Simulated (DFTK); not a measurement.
Wanted: the native input for a DFTK 0.8.2 run.

```yaml
Task: single point
Functional: PBE
Potentials_or_basis: dojo.nc.sr.pbe.v0_4_1.standard.upf (PBE)
Cutoff: 1116 eV
k_mesh: 11 × 11 × 11
Occupations: fermi-dirac, width 0.05 eV
Spin: no spin polarisation
Valence_electrons: Ag 19
SCF_tolerance_on_the_density: 1e-06
```

The system is Ag.

```
Ag
1.0
    -1.66744    1.70967    1.67800
     1.64484   -1.66248    1.60821
     1.64974    1.64478   -1.63081
Ag
1
Cartesian
  -0.0324 0.0239 -0.0218
```

The cell isn't the ideal one: cell strained at random at fixed volume.

The input as run:

run.jl

```julia
using DFTK
using PseudoPotentialData
using Unitful, UnitfulAtomic
using LinearAlgebra, Printf
include("save.jl")
disable_threading()

# lattice vectors are the columns
lattice = austrip(1u"Å") * [     -1.667437       1.644845       1.649741;
                 1.709674      -1.662476        1.64478;
                 1.678003       1.608214      -1.630805]
symbols   = [:Ag]
positions = [[0.00036, -0.016641, -0.002668]]
pseudopotentials = PseudoFamily("dojo.nc.sr.pbe.v0_4_1.standard.upf")
elements = Dict(s => ElementPsp(s, pseudopotentials) for s in unique(symbols))
atoms    = [elements[s] for s in symbols]

build_model(lattice, positions; symmetries=true) =
    model_DFT(lattice, atoms, positions;
              functionals=PBE(),
              temperature=austrip(0.05u"eV"),
              smearing=Smearing.FermiDirac(),
              symmetries)
Ecut  = 41.0  # hartree
kgrid = [11, 11, 11]
tol   = 1e-6
to_GPa = ustrip(uconvert(u"GPa", 1u"hartree/bohr^3"))

model = build_model(lattice, positions)
basis = PlaneWaveBasis(model; Ecut, kgrid)
display(basis)
scfres = self_consistent_field(basis;
                               tol,
                               nbandsalg=AdaptiveBands(model; n_bands_converge=14))
display(scfres.energies)
@printf "Fermi level: %.6f eV\n" ustrip(auconvert(u"eV", something(scfres.εF, NaN)))
forces = compute_forces_cart(scfres)
println("Forces (eV/Å)")
for (s, f) in zip(symbols, forces)
    @printf "%-3s %12.6f %12.6f %12.6f\n" s ustrip.(auconvert.(u"eV/Å", f))...
end
stress = compute_stresses_cart(scfres)
println("Stress (GPa)")
display(round.(stress * to_GPa; digits=4))
println("Levels at the first k-point (eV): ", round.(ustrip.(auconvert.(u"eV", scfres.eigenvalues[1][1:scfres.n_bands_converge])); digits=4))
save_scf!(scfres; forces, stress)
```

Potentials or basis: dojo.nc.sr.pbe.v0_4_1.standard.upf (PBE).

Launch:

```bash
$ julia --threads=1 run.jl  # save.jl only writes the numbers to a file and isn't shown; printed stress counts tension as positive; times include loading and compiling
```

Results of the run:

```json
{
  "Pressure": "-1.0 GPa",
  "Band gap on the k mesh": "none (metal or under the smearing width)"
}
```

Run time: 11 min on 1 thread of AMD EPYC 9R45 96-Core Processor (Zen 5) (shared host), peak memory 6.5 GiB.
